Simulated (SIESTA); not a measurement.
# Al2Cu in SIESTA: the effect of basis

Al2Cu:

```
Cu Al
1.0
     4.10518    0.00000    0.00000
     0.00000    4.10518    0.00000
     0.00000    0.00000    2.89131
Cu Al
1 2
Direct
  0.00000 0.00000 0.00000
  0.00000 0.50000 0.50000
  0.50000 0.00000 0.50000
```

The cell comes from a database or a generator and needn't be the stable form of this composition.

Alike in all runs:

- Program: SIESTA 5.4.2
- Task: band structure
- Functional: PBEsol
- Potentials or basis: PseudoDojo 0.4 standard (PBEsol files)
- Grid cutoff: 800 Ry
- Energy shift: 0.003 Ry
- k mesh: 7 × 7 × 9
- Occupations: fermi-dirac, width 0.05 eV
- Spin: no spin polarisation

One run gave: pressure 2.2 GPa. Which basis did it use?
A. SZP
B. SZ
C. TZP
D. TZDP
E. DZ

E.

```csv
basis,pressure (GPa)
SZ,7.9
SZP,1.6
DZ,2.2
DZP,-2.6
TZP,-2.4
TZDP,-2.0
```

Caveats: short orbitals over semicore shells can move pressures by several GPa; the basis of atomic orbitals isn't converged, which shifts pressures, moduli and gaps; the basis has no polarisation orbitals (some runs).
